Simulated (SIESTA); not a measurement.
**P under changes of volume**

One of the cells (132.548 Å³/atom); the others are scaled copies at fixed shape and fractional positions:

```xyz
4
Lattice="3.2837 0.0000 0.0000 0.0000 34.8570 0.0000 0.0000 0.0000 4.6321" Properties=species:S:1:pos:R:3 pbc="T T T"
P     1.6419   33.8204    4.2052
P     1.6419    1.0366    0.4268
P     0.0000    1.0366    1.8892
P     0.0000   33.8204    2.7429
```

The slab is cut from a database's or a generator's crystal, which needn't be the stable form of the element.

- Program: SIESTA 5.4.2
- Functional: PBEsol
- Potentials or basis: PseudoDojo 0.4 standard (PBEsol files)
- Basis: DZP (energy shift 0.003 Ry)
- Grid cutoff: 500 Ry
- Energy shift: 0.003 Ry
- k mesh: 8 × 1 × 6
- Occupations: fermi-dirac, width 0.05 eV
- Spin: no spin polarisation

| volume (Å³/atom) | energy over the lowest point (meV/atom) | gap on the mesh (eV) | largest force (eV/Å) |
| --- | --- | --- | --- |
| 124.595 | ? | ? | ? |
| 127.246 | 18.03 | 0.95 | 0.924 |
| 129.897 | 7.69 | 0.97 | 0.722 |
| 132.548 | 1.82 | 0.98 | 0.539 |
| 135.199 | 0.00 | 0.99 | 0.380 |
| 137.850 | 1.80 | 1.00 | 0.259 |
| 140.501 | 6.87 | 1.01 | 0.211 |

Question: What does the run at 124.595 Å³/atom give?

Answer: Energy over the lowest point 33.36 meV/atom; gap on the mesh 0.93 eV; largest force 1.145 eV/Å.

Worked out: A Birch-Murnaghan fit of order 3 (a polynomial in V^(-2/3)) to the other rows has its minimum at 135.16 Å³/atom with B0 = V·E''(V) = 11.2 GPa and B' = 4.4 at fixed shape and positions, which overstates the stiffness. It gives 33.36 meV/atom at 124.595 Å³/atom, against the run's 33.36. A straight line through the other rows of the gap, of slope 0.578 eV per unit of ln V, extrapolates to 0.94 eV, against the run's 0.93.

Energies are extrapolated to zero smearing.

Caveats: the basis of atomic orbitals isn't converged, which shifts pressures, moduli and gaps.

A mesh can miss the band edges.
